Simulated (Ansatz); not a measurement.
Runs of Ansatz 0.2.0 on HfO2. The structure is tetragonal, space group P4_2/nmc (No. 137). Conventional cell: a = 3.558 Å, b = 3.558 Å, c = 5.172 Å, α = 90.00°, β = 90.00°, γ = 90.00°. Hf (site symmetry -4m2) has 4 O at 2.05 Å as nearest neighbours. O (site symmetry 2mm) is surrounded by 2 Hf at 2.05 Å. Measurements of this composition are mostly on another form, of space group No. 14.

```tsv
level	gap on the mesh (eV)	pressure (GPa)	relaxed volume (Å³/atom)
PBEsol+D4	(c)	0.0	10.86
PBEsol+D3(BJ)	4.55	0.0	10.77
RPBE+D4	4.79	0.0	(b)
RPBE+D3(BJ)	4.60	0.0	(a)
```

Alike in all rows: task relaxation of cell and atoms; potentials or basis Ansatz PAW; no spin polarisation; cell relaxed; k mesh 8 × 8 × 5; cutoff (eV) 420; smearing fermi-dirac 0.05 eV.

Fill in the values left out.

(a) 10.42; (b) 11.29; (c) 4.58.

Caveats: odd divisions of the mesh miss points on the zone boundary, where band edges often lie, so the gap on the mesh can be too wide; the plane-wave basis is chosen anew once the cell has moved, so the energies of steps on either side of that aren't comparable; spin-orbit coupling is left out, which moves the levels of the heavy elements; the PAW data sets come from PBE, with cores solved anew for the run's functional, which leaves a small shift of forces and pressure.

A k mesh can miss the band edges, and the runs leave out spin-orbit coupling on Hf.

Runs at the PBE level aren't shown here.
